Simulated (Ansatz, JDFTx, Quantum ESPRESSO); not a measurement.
# One calculation of MnO, 3 ways

```
Mn O
1.0
     0.00000    2.22391    2.22391
     2.22391    0.00000    2.22391
     2.22391    2.22391    0.00000
Mn O
1 1
Direct
  0.00000 0.00000 0.00000
  0.50000 0.50000 0.50000
```

The cell is a database's computed one, not the measured one.

Alike in all runs: task single point; functional PBEsol; k mesh 10 × 10 × 10; occupations fermi-dirac, width 0.05 eV; collinear spin, ferromagnetic start; no spin-orbit coupling. The measured crystal is an antiferromagnetic insulator; the state found here is the runs' own. Pressure is positive in compression and, in plane waves, holds the error of the finite cutoff.

```tsv
program and potentials	plane-wave cutoff (eV)	notes	band gap (eV)	pressure (GPa)	net moment per atom (μB)
Quantum ESPRESSO, GBRV 1.5 PBEsol	612	-	no gap	-6.88	2.39
JDFTx, PseudoDojo-SR-PBEsol-0.4.1-standard with smoothed tails	1306	-	no gap	-6.81	2.40
Ansatz, all-electron LAPW, scalar-relativistic	-	-	no gap	-7.14	2.38
```

None finds a gap. The pressure spans -7.14 (Ansatz, all-electron LAPW, scalar-relativistic) to -6.81 GPa (JDFTx, PseudoDojo-SR-PBEsol-0.4.1-standard with smoothed tails), with all-electron results at -7.14. The net moment per atom spans 2.38 (Ansatz, all-electron LAPW, scalar-relativistic) to 2.40 μB (JDFTx, PseudoDojo-SR-PBEsol-0.4.1-standard with smoothed tails), with all-electron results at 2.38. The state is the one that the start led to, which needn't be the lowest.

The functional is the same throughout but for its coding, so the spread measures potentials, basis and numerics; runs on potential files found faulty are left out.
